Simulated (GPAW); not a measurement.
# SnTe (Fm-3m) in GPAW: convergence with grid spacing (A)

Aim: find how far grid spacing (A) must go before the results for SnTe settle, at PBE. This setting moves, with any that are tied to it; all else stays.

Program: GPAW 26.7.0. These are calculated values, not measurements. Logs are shortened: lines on timing, memory, paths and dates and some standing lists are left out, and cuts for length are marked. The log counts tension as positive stress, the text compression.

## Step 1: The structure

The structure is cubic, space group Fm-3m (No. 225). The conventional cell has a = 6.302 Å, b = 6.302 Å, c = 6.302 Å, α = 90.00°, β = 90.00°, γ = 90.00°. Te (site symmetry m-3m) has 6 Sn at 3.15 Å as nearest neighbours. Sn (site symmetry m-3m) is surrounded by 6 Te at 3.15 Å.

## Step 2: With grid spacing (A) 0.26

run.py reads:

```python
from ase.dft.bandgap import bandgap
from ase.io import read, write
from gpaw import GPAW

atoms = read('SnTe.xyz')

calc = GPAW(mode='fd',
            h=0.26,
            xc='PBE',
            kpts={'size': (7, 7, 7), 'gamma': True},
            occupations={'name': 'fermi-dirac', 'width': 0.05},
            nbands=19,
            convergence={'density': 1e-05, 'energy': 1e-05},
            maxiter=100,
            txt='gpaw.txt')
atoms.calc = calc
energy = atoms.get_potential_energy()
forces = atoms.get_forces()
calc.write('gs.gpw')
write('result.traj', atoms)
print(f'Energy: {energy:.6f} eV')
print('Forces (eV/A):')
print(forces.round(4))
print('Fermi level:', round(calc.get_fermi_level(), 4), 'eV')
print(f'Gap: {bandgap(calc)[0]:.4f} eV, direct: {bandgap(calc, direct=True)[0]:.4f} eV')
```

SnTe.xyz reads:

```xyz
2
Lattice="0.0000000000 3.1508500000 3.1508500000 3.1508500000 0.0000000000 3.1508500000 3.1508500000 3.1508500000 0.0000000000" Properties=species:S:1:pos:R:3 pbc="T T T"
Te     3.1508500000      3.1508500000      3.1508500000
Sn     0.0000000000      0.0000000000      0.0000000000
```

Potentials or basis: GPAW PAW data sets (gpaw-data 1.2.1), fd.

Started as:

```sh
$ OMP_NUM_THREADS=1 python run.py
```

Run time: 12 s. Hardware: 1 thread of Arm Neoverse N1, shared host; peak memory 0.14 GiB.

Results:

```yaml
Free_energy: -8.8144 eV
```

## Step 3: With grid spacing (A) 0.23

Changes to run.py since step 2:

```diff
@@ -7,3 +7,3 @@
 calc = GPAW(mode='fd',
-            h=0.26,
+            h=0.23,
             xc='PBE',
```

SnTe.xyz is that of step 2.

Potentials or basis: GPAW PAW data sets (gpaw-data 1.2.1), fd.

Started as:

```sh
$ OMP_NUM_THREADS=1 python run.py
```

It took 23 s on 1 thread of Arm Neoverse N1, shared host; peak memory 0.17 GiB.

Results:

```
Free energy : -8.0107 eV
```

## Step 4: With grid spacing (A) 0.2

Changes to run.py since step 3:

```diff
@@ -7,3 +7,3 @@
 calc = GPAW(mode='fd',
-            h=0.23,
+            h=0.2,
             xc='PBE',
```

SnTe.xyz is that of step 3.

Started as:

```sh
$ OMP_NUM_THREADS=1 python run.py
```

Wall time 38 s (1 thread of Arm Neoverse N1, shared host); peak memory 0.23 GiB.

The run converged. Its results:

| Quantity | Value |
| --- | --- |
| Free energy | -7.8695 eV |

## Step 5: With grid spacing (A) 0.18

Changes to run.py since step 4:

```diff
@@ -7,3 +7,3 @@
 calc = GPAW(mode='fd',
-            h=0.2,
+            h=0.18,
             xc='PBE',
```

SnTe.xyz is that of step 4.

Started as:

```sh
$ OMP_NUM_THREADS=1 python run.py
```

It took 38 s on 1 thread of Arm Neoverse N1, shared host; peak memory 0.23 GiB.

It converged, with:

```yaml
Free_energy: -7.8695 eV
```

## Step 6: With grid spacing (A) 0.16

Changes to run.py since step 5:

```diff
@@ -7,3 +7,3 @@
 calc = GPAW(mode='fd',
-            h=0.18,
+            h=0.16,
             xc='PBE',
```

SnTe.xyz is that of step 5.

Potentials or basis: GPAW PAW data sets (gpaw-data 1.2.1), fd.

Started as:

```sh
$ OMP_NUM_THREADS=1 python run.py
```

It took 62 s on 1 thread of Arm Neoverse N1, shared host; peak memory 0.31 GiB.

The run converged. Its results:

* Free energy: -7.8346 eV

## Step 7: With grid spacing (A) 0.14

Changes to run.py since step 6:

```diff
@@ -7,3 +7,3 @@
 calc = GPAW(mode='fd',
-            h=0.16,
+            h=0.14,
             xc='PBE',
```

SnTe.xyz is that of step 6.

Started as:

```sh
$ OMP_NUM_THREADS=1 python run.py
```

Wall time 65 s (1 thread of Arm Neoverse N1, shared host); peak memory 0.31 GiB.

It converged, with:

```yaml
Free_energy: -7.8346 eV
```

## Step 8: With grid spacing (A) 0.12

Changes to run.py since step 7:

```diff
@@ -7,3 +7,3 @@
 calc = GPAW(mode='fd',
-            h=0.14,
+            h=0.12,
             xc='PBE',
```

SnTe.xyz is that of step 7.

Potentials or basis: GPAW PAW data sets (gpaw-data 1.2.1), fd.

Started as:

```sh
$ OMP_NUM_THREADS=1 python run.py
```

gpaw.txt:

```text
__  _  _
 | _ |_)|_||  |
 |__||  | ||/\| - 26.7.0

Input parameters:
  mode=FD(),
  convergence={'density': 1e-05, 'energy': 1e-05},
  h=0.12,
  kpts=MonkhorstPack(size=(7, 7, 7), gamma=True),
  maxiter=100,
  nbands=19,
  occupations=Occupations(name='fermi-dirac', width=0.05),
  xc=XC(name='PBE')

Diagonalizing LCAO Hamiltonian
Converting LCAO to fd mode

                 Te

       Sn

Atoms  # Å, Bohr magnetons
|   | symbol |        x |        y |        z |    initial magnetic moments |
|---|--------|----------|----------|----------|-----------------------------|
| 0 |     Te | 3.150850 | 3.150850 | 3.150850 | ( 0.0000,  0.0000,  0.0000) |
| 1 |     Sn | 0.000000 | 0.000000 | 0.000000 | ( 0.0000,  0.0000,  0.0000) |

Unit cell  # Å
| periodic |        x |        y |        z |  lengths |    angles |
|----------|----------|----------|----------|----------|-----------|
|      yes | 0.000000 | 3.150850 | 3.150850 | 4.455975 | 60.000000 |
|      yes | 3.150850 | 0.000000 | 3.150850 | 4.455975 | 60.000000 |
|      yes | 3.150850 | 3.150850 | 0.000000 | 4.455975 | 60.000000 |

Number of symmetries: 48
Symmetry operations  # r_c * U_cc + t_c -> r_c
|    | kind |            matrix            |
|----|------|------------------------------|
|  0 |  σ   |  1, 0, 0,  1, 0,-1,  1,-1, 0 |
|  1 |  C2  |  1, 0, 0,  1,-1, 0,  1, 0,-1 |
|  2 |  E   |  1, 0, 0,  0, 1, 0,  0, 0, 1 |
|  3 |  σ   |  1, 0, 0,  0, 0, 1,  0, 1, 0 |
|  4 |  C4  |  1, 0,-1,  1, 0, 0,  1,-1, 0 |
|  5 |  S6  |  1, 0,-1,  1,-1, 0,  1, 0, 0 |
|  6 |  σ   |  1, 0,-1,  0, 1,-1,  0, 0,-1 |
|  7 |  C3  |  1, 0,-1,  0, 0,-1,  0, 1,-1 |
|  8 |  S6  |  1,-1, 0,  1, 0, 0,  1, 0,-1 |
|  9 |  C4  |  1,-1, 0,  1, 0,-1,  1, 0, 0 |
| 10 |  C3  |  1,-1, 0,  0,-1, 1,  0,-1, 0 |
| 11 |  σ   |  1,-1, 0,  0,-1, 0,  0,-1, 1 |
| 12 |  σ   |  0, 1, 0,  1, 0, 0,  0, 0, 1 |
| 13 |  C4  |  0, 1, 0,  0, 1,-1, -1, 1, 0 |
| 14 |  C3  |  0, 1, 0,  0, 0, 1,  1, 0, 0 |
| 15 |  S6  |  0, 1, 0, -1, 1, 0,  0, 1,-1 |
| 16 |  C2  |  0, 1,-1,  1, 0,-1,  0, 0,-1 |
| 17 |  σ   |  0, 1,-1,  0, 1, 0, -1, 1, 0 |
| 18 |  S4  |  0, 1,-1,  0, 0,-1,  1, 0,-1 |
| 19 |  C4  |  0, 1,-1, -1, 1, 0,  0, 1, 0 |
| 20 |  C3  |  0, 0, 1,  1, 0, 0,  0, 1, 0 |
| 21 |  σ   |  0, 0, 1,  0, 1, 0,  1, 0, 0 |
| 22 |  S6  |  0, 0, 1,  0,-1, 1, -1, 0, 1 |
| 23 |  C4  |  0, 0, 1, -1, 0, 1,  0,-1, 1 |
| 24 |  S4  |  0, 0,-1,  1, 0,-1,  0, 1,-1 |
| 25 |  C3  |  0, 0,-1,  0, 1,-1,  1, 0,-1 |
| 26 |  C2  |  0, 0,-1,  0,-1, 0, -1, 0, 0 |
| 27 |  S6  |  0, 0,-1, -1, 0, 0,  0,-1, 0 |
| 28 |  S4  |  0,-1, 1,  1,-1, 0,  0,-1, 0 |
| 29 |  C4  |  0,-1, 1,  0, 0, 1, -1, 0, 1 |
| 30 |  C2  |  0,-1, 1,  0,-1, 0,  1,-1, 0 |
| 31 |  σ   |  0,-1, 1, -1, 0, 1,  0, 0, 1 |
| 32 |  C3  |  0,-1, 0,  1,-1, 0,  0,-1, 1 |
| 33 |  S6  |  0,-1, 0,  0, 0,-1, -1, 0, 0 |
| 34 |  S4  |  0,-1, 0,  0,-1, 1,  1,-1, 0 |
| 35 |  C2  |  0,-1, 0, -1, 0, 0,  0, 0,-1 |
| 36 |  C2  | -1, 1, 0,  0, 1, 0,  0, 1,-1 |
| 37 |  S6  | -1, 1, 0,  0, 1,-1,  0, 1, 0 |
| 38 |  S4  | -1, 1, 0, -1, 0, 1, -1, 0, 0 |
| 39 |  C3  | -1, 1, 0, -1, 0, 0, -1, 0, 1 |
| 40 |  S6  | -1, 0, 1,  0, 0, 1,  0,-1, 1 |
| 41 |  C2  | -1, 0, 1,  0,-1, 1,  0, 0, 1 |
| 42 |  C3  | -1, 0, 1, -1, 1, 0, -1, 0, 0 |
| 43 |  S4  | -1, 0, 1, -1, 0, 0, -1, 1, 0 |
| 44 |  C2  | -1, 0, 0,  0, 0,-1,  0,-1, 0 |
| 45 |  i   | -1, 0, 0,  0,-1, 0,  0, 0,-1 |
| 46 |  σ   | -1, 0, 0, -1, 1, 0, -1, 0, 1 |
| 47 |  C2  | -1, 0, 0, -1, 0, 1, -1, 1, 0 |

BZ-sampling:
  Number of BZ points: 343
  Number of IBZ points: 20

  Monkhorst-Pack size: [7, 7, 7]
  Monkhorst-Pack shift: [0, 0, 0]

K-points  # in reciprocal-cell coordinates
|     |                                coordinates |     weight |
|-----|--------------------------------------------|------------|
|   0 | (  0.00000000,   0.00000000,   0.00000000) | 0.00291545 |
|   1 | (  0.14285714,   0.14285714,   0.00000000) | 0.01749271 |
|   2 | (  0.14285714,   0.14285714,   0.14285714) | 0.02332362 |
|   3 | (  0.28571429,   0.14285714,   0.14285714) | 0.03498542 |
|   4 | (  0.28571429,   0.28571429,   0.00000000) | 0.01749271 |
|   5 | (  0.28571429,   0.28571429,   0.14285714) | 0.06997085 |
|   6 | (  0.28571429,   0.28571429,   0.28571429) | 0.02332362 |
|   7 | (  0.42857143,  -0.28571429,  -0.28571429) | 0.03498542 |
|   8 | (  0.42857143,   0.28571429,  -0.42857143) | 0.13994169 |
|   9 | (  0.42857143,   0.28571429,  -0.28571429) | 0.06997085 |
| ... |                                            |            |
|  19 | (  0.42857143,   0.42857143,   0.42857143) | 0.02332362 |

Uniform wave function grid shape: (np.int64(32), np.int64(32), np.int64(32))
Spin-components: 1 (collinear spins)
Bands:           19
Projectors:      11
Spin-degeneracy: 2
Datatype:        complex128

Parallelization:
  kpt:    1
  domain: 1
  band:   1

Density:
  Valence electrons: 20.0
  Components: 1
  Grid points: [32 32 32]
  Charge: 0.0  # |e|

Potential:
  Grid points: [32 32 32]

species:
  Te:
    name:    Tellurium
    Z:       52.0
    valence: 6
    core:    46
    charge:  0.0  # [|e|]
    compensation charges:
      type: gauss
      rc: 0.36  # [Å]
      lmax: 2
    cutoffs:
      filter: 2.09  # [Å]
      core: 3.17  # [Å]
    projectors
    | kind |    occ | energy [eV] | rcut [Å] |
    |------|--------|-------------|----------|
    |   5s |  2.000 |     -15.089 |    1.180 |
    |   5p |  4.000 |      -5.955 |    1.196 |
    |    s |        |      12.123 |    1.180 |
    |    p |        |      21.256 |    1.196 |
    |    d |        |       0.000 |    1.238 |

    Using partial waves for Te as LCAO basis

  Sn:
    name:    Tin
    Z:       50.0
    valence: 14
    core:    36
    charge:  0.0  # [|e|]
    compensation charges:
      type: gauss
      rc: 0.38  # [Å]
      lmax: 2
    cutoffs:
      filter: 2.23  # [Å]
      core: 2.35  # [Å]
    projectors
    | kind |    occ | energy [eV] | rcut [Å] |
    |------|--------|-------------|----------|
    |   5s |  2.000 |     -10.538 |    1.201 |
    |   5p |  2.000 |      -3.696 |    1.270 |
    |   4d | 10.000 |     -25.845 |    1.185 |
    |    s |        |      16.674 |    1.201 |
    |    p |        |      23.515 |    1.270 |
    |    d |        |       1.367 |    1.185 |

    Using partial waves for Sn as LCAO basis

Reference energy: -352801.376741  # eV

eigensolver:
  PPCG
  Converge bands: occupied
  niter=2

density mixing:
  MSR1-Mixer
  Pratt-step length: 0.05
  Maximum mixing coefficient: 0.75
  Old densities: 10
  SVD Regularization: 0.005
  Good broyden scale: 1.0
  Trust region scale: 1.0
  Backstep threshold: 4.0
  History deletion threshold: 6.0
  Fourier metric: weight=20.0, sigma=0.015

occupation numbers:
  Fermi-Dirac:
    width: 0.0500  # eV

FastPoissonSolver using
    Stencil: 12*3+1=37 point O(h^6) finite-difference Laplacian
    FFT axes: [np.int64(0), np.int64(1), np.int64(2)]
    FST axes: []

xc functional:
  name: PBE with 2 nearest neighbor stencil
interpolation: tri-quintic # 5. degree polynomial

convergence criteria:
- Maximum integral of absolute [dens]ity change: 1e-05 electrons / valence electron
- Maximum [total energy] change in last 3 cyles: 1e-05 eV / valence electron
- Maximum integral of absolute [eigenst]ate change: 4e-08 eV^2 / valence electron
maximum number of iterations: 100

SCF iterations
|iter     | |      energy | eigst |  dens |
|---------|-|-------------|-------|-------|
|iter:   1| |   -7.816387 | +0.62 |       |
|iter:   2| |   -7.843260 | -0.66 | -1.48 |
|iter:   3| |   -7.821514 | -1.50 | -1.52 |
|iter:   4| |   -7.819648 | -2.42 | -1.95 |
|iter:   5| |   -7.819674 | -3.15 | -2.38 |
|iter:   6| |   -7.819718c| -4.15 | -2.90 |
|iter:   7| |   -7.819721c| -5.20 | -3.86 |
|iter:   8| |   -7.819721c| -6.02 | -4.30 |
|iter:   9| |   -7.819721c| -6.83 | -4.95 |
|iter:  10| |   -7.819721c| -7.64c| -5.65c|

Converged in 10 steps
Energy contributions relative to reference atoms: (reference = -352801.376741)

Energy contributions:
  Kinetic:          14.501783
  Coulomb:         -14.597114
  Zero:              0.160079
  External:          0.000000
  Xc:               -7.884431
  Entropy:          -0.000076
  Spinorbit:         0.000000
  ----------------------------
  Free energy:      -7.819759
  Extrapolated:     -7.819721

dipole moment: (-21.376017, -21.376017, -21.376017)  # |e|*Ang

Fermi level: 6.535
Eigenvalues  # (at kpt = [0.000, 0.000, 0.000])
| band index |      eig [eV] | occ [0-2] |
|------------|---------------|-----------|
|          0 |       -15.427 |     2.000 |
|        ... |               |           |
|          2 |       -15.419 |     2.000 |
|          3 |       -15.419 |     2.000 |
|          4 |       -15.419 |     2.000 |
|          5 |        -6.331 |     2.000 |
|          6 |         1.803 |     2.000 |
|          7 |         4.304 |     2.000 |
[... 9 lines left out ...]
|         17 |        13.376 |     0.000 |
|         18 |        14.344 |     0.000 |

Gap: 0.662 eV
Transition (v -> c):
  (s=0, k=19, n=9, [0.43, 0.43, 0.43]) -> (s=0, k=19, n=10, [0.43, 0.43, 0.43])
No difference between direct/indirect transitions

Forces  # eV/Ang
|        x |        y |       z |
|----------|----------|---------|
|  0.00000 | -0.00000 | 0.00000 |  # Te   0
| -0.00000 |  0.00000 | 0.00000 |  # Sn   1

# Writing to gs.gpw (mode='')
```

stdout:

```text
Energy: -7.819721 eV
Forces (eV/A):
[[ 0. -0.  0.]
 [-0.  0.  0.]]
Fermi level: 6.5347 eV
Gap: 0.6625 eV, direct: 0.6625 eV
```

Run time: 2.8 min. Hardware: 1 thread of Arm Neoverse N1, shared host; peak memory 0.58 GiB.

Results:

| Property | Result |
| --- | --- |
| Free energy | -7.8198 eV |

## Step 9: Summary

| grid spacing (A) | energy less the tightest run, at zero smearing (meV/atom) | SCF cycles | CPU time (s) | peak memory (GiB) |
| --- | --- | --- | --- | --- |
| 0.26 | -497.30 | 9 | 12 | 0.14 |
| 0.23 | -95.49 | 9 | 23 | 0.17 |
| 0.2 | -24.85 | 9 | 38 | 0.23 |
| 0.18 | -24.85 | 9 | 38 | 0.23 |
| 0.16 | -7.41 | 9 | 62 | 0.31 |
| 0.14 | -7.41 | 9 | 65 | 0.31 |
| 0.12 | 0.00 | 10 | 170 | 0.58 |

Not settled before the last step: the energy (to 1 meV/atom). The tightest run that finished is the yardstick and may itself not be fully converged.

Caveats: the real-space grid adds noise to forces.
